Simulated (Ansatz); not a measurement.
## BaS (Fm-3m): converging the G0W0 gap

Wanted: a G0W0 gap for BaS (Fm-3m) that is converged in bands and cutoff, or an estimate of the limit.

Calculated with Ansatz 0.2.0; G0W0 on PBE, plane waves, PAW; PAW set soft_1.

Report form: the programs' logs are mostly left out.

### Step 1. The starting structure

It takes space group Fm-3m (No. 225, cubic). The conventional cell has a = 6.388 Å, b = 6.388 Å, c = 6.388 Å, α = 90.00°, β = 90.00°, γ = 90.00°. Nearest to Ba lie 6 S at 3.19 Å. Nearest to S lie 6 Ba at 3.19 Å. Farther neighbours and most contacts between anions are not listed.

The cell and positions come from the Crystallography Open Database and are kept as given unless a step says otherwise. Spin-orbit coupling is left out unless a step names it.

### Step 2. 68 empty bands, screening to 60 eV

G0W0 replaces the xc potential by the self-energy, built once from these orbitals. Only a window of levels is corrected, while the sums run over the empty bands that the input names. This step takes PAW set soft_1 files.

input.yaml

```yaml
crystal:
  lattice:
    - [0.0, 3.19375, 3.19375]
    - [3.19375, 0.0, 3.19375]
    - [3.19375, 3.19375, 0.0]
  atoms:
    - { symbol: Ba, position: [0.0, 0.0, 0.0] }
    - { symbol: S, position: [0.5, 0.5, 0.5] }
kpoints:
  mp_grid: { grid: [4, 4, 4] }
hamiltonian:
  xc: pbe
  pseudopotentials: { kind: paw, azcp: { folder: soft_1 } }
scf:
  occupations: { method: fixed }
gw:
  n_empty_bands: 68
  ecut_chi: 60
  qp_bands: [v2, c2]
  qp_kpoints: band_edges
  screening: { model: contour_deformation }
```

Command:

```bash
> ansatz run input.yaml --threads 24 --pin off --max-ram 82944MiB --backend cuda --events-out ev --progress --plain --runs-dir out --devices 1 --max-vram 78GiB
```

The job ended after 1.6 s (1 × NVIDIA GB200 (shared by 2 runs) with 24 threads of Arm Neoverse V2, shared host; peak memory 1.2 GiB; 3.6 s of CPU time).

Numbers from this step:

```yaml
bands_summed: 76
rpa_eps_infinity_on_this_mesh_eigenvalues: 4.661, 4.661, 4.661
plane_waves_in_the_screening_matrix: 65
q_points_in_the_mesh: 64
g0w0_gap_on_the_mesh: 3.233 eV
k_of_the_valence_top: 0, 0, 0
k_of_the_conduction_bottom: 0, -0.5, -0.5
starting_gap_on_the_mesh: 2.202 eV
z_at_the_valence_top: 0.7571
z_at_the_conduction_bottom: 0.8096
least_direct_g0w0_gap_on_the_computed_points: 3.368 eV
```

The gap on the mesh goes from 2.20 eV to 3.23 eV, a correction of +1.03 eV. Between the two edge states, bare exchange in place of the xc potential would open the gap by 6.91 eV, and correlation takes back 5.88 eV.

### Step 3. 194 empty bands, screening to 120 eV

Bands and screening cutoff are moved together, since each hides the error of the other.

input.yaml: that of step 2 with these lines changed.

```diff
@@ -16,4 +16,4 @@
 gw:
-  n_empty_bands: 68
-  ecut_chi: 60
+  n_empty_bands: 194
+  ecut_chi: 120
   qp_bands: [v2, c2]
```

Elapsed: 2.2 s, on 1 × NVIDIA GB200 (shared by 2 runs) with 24 threads; peak memory 1.2 GiB.

This step gave:

```
bands summed                                 : 202
RPA ε∞ on this mesh (eigenvalues)            : 4.646, 4.646, 4.646
plane waves in the screening matrix          : 181
q-points in the mesh                         : 64
G0W0 gap on the mesh                         : 3.408 eV
k of the valence top                         : 0, 0, 0
k of the conduction bottom                   : 0, -0.5, -0.5
starting gap on the mesh                     : 2.202 eV
Z at the valence top                         : 0.7516
Z at the conduction bottom                   : 0.8082
least direct G0W0 gap on the computed points : 3.538 eV
```

Against the run with 4×4×4 mesh, 68 empty bands, screening to 60 eV, PAW set soft_1 files, the gap moves by +0.17 eV.

### Step 4. 418 empty bands, screening to 200 eV

input.yaml: that of step 3 with these lines changed.

```diff
@@ -16,4 +16,4 @@
 gw:
-  n_empty_bands: 194
-  ecut_chi: 120
+  n_empty_bands: 418
+  ecut_chi: 200.0
   qp_bands: [v2, c2]
```

It took 2.6 s on 1 × NVIDIA GB200 (shared by 2 runs) with 24 threads; peak memory 1.5 GiB; 7.8 s of CPU time.

Numbers from this step:

| Item | Value |
| --- | --- |
| bands summed | 426 |
| RPA ε∞ on this mesh (eigenvalues) | 4.644, 4.644, 4.644 |
| plane waves in the screening matrix | 411 |
| G0W0 gap on the mesh | 3.516 eV |
| k of the valence top | 0, 0, 0 |
| k of the conduction bottom | 0, -0.5, -0.5 |
| starting gap on the mesh | 2.202 eV |
| least direct G0W0 gap on the computed points | 3.644 eV |

Against the run with 4×4×4 mesh, 194 empty bands, screening to 120 eV, PAW set soft_1 files, the gap moves by +0.11 eV.

### Step 5. Changing the frequency model: 4×4×4 mesh, 194 empty bands, screening to 120 eV, plasmon pole, PAW set soft_1 files

A plasmon pole stands in for the full frequency dependence of the screening; this run shows what that costs in accuracy. Bands and cutoff differ from the step before, so it is read against an earlier run that matches them.

input.yaml: that of step 4 with these lines changed.

```diff
@@ -16,6 +16,6 @@
 gw:
-  n_empty_bands: 418
-  ecut_chi: 200.0
+  n_empty_bands: 194
+  ecut_chi: 120
   qp_bands: [v2, c2]
   qp_kpoints: band_edges
-  screening: { model: contour_deformation }
+  screening: { model: godby_needs }
```

Run time: 2.5 s. Hardware: 1 × NVIDIA GB200 (shared by 2 runs) with 24 threads; peak memory 1.2 GiB.

Numbers from this step:

```
bands summed                                 : 202
plasmon-pole fit frequency                   : 18.40 eV
RPA ε∞ on this mesh (eigenvalues)            : 4.646, 4.646, 4.646
plane waves in the screening matrix          : 181
G0W0 gap on the mesh                         : 3.368 eV
k of the valence top                         : 0, 0, 0
k of the conduction bottom                   : 0, -0.5, -0.5
starting gap on the mesh                     : 2.202 eV
least direct G0W0 gap on the computed points : 3.498 eV
```

Against the run with 4×4×4 mesh, 194 empty bands, screening to 120 eV, PAW set soft_1 files, the gap moves by −0.04 eV.

### Step 6. Changing the files: 4×4×4 mesh, 194 empty bands, screening to 120 eV, hard PAW files

Other atomic data (hard PAW) test the pseudisation: the cutoff goes from 420 to 510 eV, with the same valence electrons.

This step: G0W0 on PBE, plane waves, PAW.

input.yaml, the sections that differ from step 5:

```yaml
hamiltonian:
  xc: pbe
  pseudopotentials: { kind: paw, source: ansatz }
gw:
  n_empty_bands: 194
  ecut_chi: 120
  qp_bands: [v2, c2]
  qp_kpoints: band_edges
  screening: { model: contour_deformation }
# crystal, kpoints, scf: as in step 5
```

Run time: 2.3 s. Hardware: 1 × NVIDIA GB200 (shared by 2 runs) with 24 threads; peak memory 1.2 GiB.

Numbers from this step:

```yaml
bands_summed: 202
rpa_eps_infinity_on_this_mesh_eigenvalues: 4.643, 4.643, 4.643
plane_waves_in_the_screening_matrix: 181
g0w0_gap_on_the_mesh: 3.391 eV
k_of_the_valence_top: 0, 0, 0
k_of_the_conduction_bottom: 0, -0.5, -0.5
starting_gap_on_the_mesh: 2.203 eV
least_direct_g0w0_gap_on_the_computed_points: 3.524 eV
```

Against the run with 4×4×4 mesh, 194 empty bands, screening to 120 eV, PAW set soft_1 files, the gap moves by −0.017 eV.

### Step 7. Side by side

Times are wall times on 1 × NVIDIA GB200 (shared by 2 runs) with 24 threads of Arm Neoverse V2, shared host, good to a factor of about two.

```csv
mesh,files,frequency,bands summed,cutoff (eV),start (eV),G0W0 (eV),time,host memory (GiB)
4×4×4,PAW set soft_1,contour deformation,76,60,2.202,3.233,1.6 s,1.2
4×4×4,PAW set soft_1,contour deformation,202,120,2.202,3.408,2.2 s,1.2
4×4×4,PAW set soft_1,contour deformation,426,200,2.202,3.516,2.6 s,1.5
4×4×4,PAW set soft_1,plasmon pole,202,120,2.202,3.368,2.5 s,1.2
4×4×4,hard PAW,contour deformation,202,120,2.203,3.391,2.3 s,1.2
```

The parts of the quasiparticle energy at the two band edges (eV; QP = start + Σx + Σc − Vxc):

```
      run               edge  start      Σx     Σc     Vxc     Z    QP
 76 bands        valence top   5.81  -17.60   2.47  -14.57  0.76  5.24
 76 bands  conduction bottom   8.01   -4.78  -3.41   -8.65  0.81  8.48
202 bands        valence top   5.81  -17.60   2.14  -14.57  0.75  4.91
202 bands  conduction bottom   8.01   -4.78  -3.57   -8.65  0.81  8.32
426 bands        valence top   5.81  -17.60   1.98  -14.57  0.75  4.75
426 bands  conduction bottom   8.01   -4.78  -3.62   -8.65  0.81  8.27
```

### Step 8. What came out

```
76 bands, 60 eV                     : 3.233 eV
202 bands, 120 eV                   : 3.408 eV
426 bands, 200 eV                   : 3.516 eV
estimated limit in bands and cutoff : 3.61 eV
mesh and start                      : 4×4×4, PBE
```

A line in one over the bands through the two highest rungs gives 3.61 eV, +0.10 eV from the top rung; the pair below gives 3.51 eV, so the estimate is still climbing. The rungs stand 0.38 eV (76 bands), 0.20 eV (202 bands) and 0.10 eV (426 bands) from it. From 76 to 426 bands the gap moves by +0.28 eV. Σc changes by −0.49 eV at the valence top and −0.21 eV at the conduction bottom, so the valence edge carries most of the change. The plasmon-pole model gives −0.04 eV against contour deformation, 3 % of the correction, and saved no time in this program. Hard PAW files move the gap by −0.02 eV at equal bands and cutoff, +0.001 eV of it in the start. The cheapest rung within 0.1 eV of this estimate is that with 426 bands (2.6 s). The many-body steps are scalar-relativistic: spin-orbit coupling is not in them.

[Paths, hosts, dates, memory and timing lines, banners, echoed tables and standing remarks are left out of the program output.]

[Logs are printed without paths, hosts, clocks, repeated set-up lines and the standing remarks that a program may print on its own settings, such as how far it seeks lower states.]

[Runs of the session that timed out or met a known fault of the program may be left out.]

[Cells called generated may have been cut or substituted from an entry of the Crystallography Open Database or the Materials Project.]

[Hosts, paths, dates, database ids (printed as entryN), source tags and the programs' standing remarks are cut or masked in the printed files.]
